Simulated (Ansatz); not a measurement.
**TaN (P-6m2), zone-centre modes**

The calculation used Ansatz, DFT PBEsol, scalar-relativistic, plane waves, PAW. Settings: plane waves to 420 eV, k-mesh 20×20×12 (Γ-centred), Gaussian smearing 0.15 eV. Spin–orbit coupling is left out, which can shift energies with elements as heavy as these. No spin polarisation.

The undisturbed cell (relaxed at this level; this form isn't the usual structure):

```yaml
crystal:
  lattice:
    - [0.00000, 0.00000, 2.87073]
    - [2.92399, 0.00000, 0.00000]
    - [0.00000, 5.06450, 0.00000]
  atoms:
    - { symbol: Ta, position: [0.50000, 0.00000, 0.33333] }
    - { symbol: Ta, position: [0.50000, 0.50000, 0.83333] }
    - { symbol: N, position: [0.00000, 0.50000, 0.50000] }
    - { symbol: N, position: [0.00000, 0.00000, 0.00000] }
```

Harmonic modes by finite displacements of 0.02 Å, without the LO–TO term. The cell doubles the primitive one, so its zone centre also holds the primitive cell's point q = (0, 1/2, 0).

At this geometry, is the structure stable against these modes?

Yes: no mode is imaginary beyond 10 cm⁻¹, and only the three translations lie near zero.

List the wavenumbers in cm⁻¹.

0, 0, 0, 179, 181, 270, 525, 533, 533, 555, 566, 596.

Cost: 1 run of about 7.8 core-minutes, on AMD EPYC 7R43 (Zen 3) (shared hosts).